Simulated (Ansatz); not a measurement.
# What pressure 1.5 GPa does to BeO

Base system: BeO in the wurtzite structure (space group P6_3mc, No. 186; a = 2.6905 Å, c = 4.3699 Å).

Perturbation: cell and atoms relaxed at a pressure of 1.5 GPa.

The values are results of r2SCAN (Ansatz, a first-principles code, PAW, scalar-relativistic without spin-orbit coupling), not measurements. k-mesh 14×14×8 (Γ-centred); smearing 0.05 eV (Fermi–Dirac).

* **Volume per atom**: 6.80 Å³ (base 6.85 Å³)
* **Density**: 3.05 g/cm³ (base 3.03 g/cm³)
* **Shortest interatomic distance**: 1.639 Å (base 1.643 Å)
* **Band gap**: 8.62 eV (base 8.55 eV)
* **Gap character**: direct at Γ (base direct at Γ)
* **Width of the top valence band**: 2.48 eV (base 2.46 eV)
* **Electron mass**: 0.54 mₑ along c, 0.61 mₑ across (at Γ) (base 0.53 mₑ along c, 0.61 mₑ across (at Γ))
* **Valence-band top at Γ (three highest levels, from the VBM)**: 0.00, -0.04, -0.04 eV (base 0.00, -0.04, -0.04 eV)

Cost of the whole job for the changed cell (relaxation, final SCF and bands): about 30 core-seconds (a rough figure).

Load acts through the strain it causes; cell and atoms are relaxed under it. Masses are band curvatures over ±0.01 Å⁻¹ around the edge. Stability against distortions was not tested.
